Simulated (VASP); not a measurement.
A run of VASP 6.6.1:

INCAR

```
ALGO = Normal
EDIFF = 1E-7
EDIFFG = -0.01
ENCUT = 600
GGA = PE
IBRION = 2
ISIF = 2
ISMEAR = 0
IVDW = 12
LASPH = T
LCHARG = F
LREAL = F
LWAVE = F
NELM = 80
NSW = 40
PREC = Accurate
SIGMA = 0.03
```

KPOINTS

```
k-points
0
Gamma
  10 10 10
```

Contents of POSCAR:

```
CaO                                     
1.0
    0.0000000000      2.3952843544      2.3952843544
    2.3952843544      0.0000000000      2.3952843544
    2.3952843544      2.3952843544      0.0000000000
  Ca              O             
     1     1
Direct
     0.0000000000000000    0.0000000000000000    0.0000000000000000
     0.5000000000000000    0.5000000000000000    0.5000000000000000
```

Potentials or basis: VASP PAW PBE potentials, release 64 (Ca_sv, O).

The run is started by

```console
$ cat potpaw_PBE.64/Ca_sv/POTCAR potpaw_PBE.64/O/POTCAR > POTCAR
$ mpirun -np 1 vasp_std > vasp.out
```

Hardware: 1 thread of AMD EPYC 9R45 96-Core Processor (Zen 5), with other jobs on the host.

Question: Estimate the wall time of this run.

Answer: Wall time 12 s on 1 thread of AMD EPYC 9R45 96-Core Processor (Zen 5), on a shared host, peak memory 0.15 GiB. Counts: scf iterations 15, k points 47, ion steps 1.
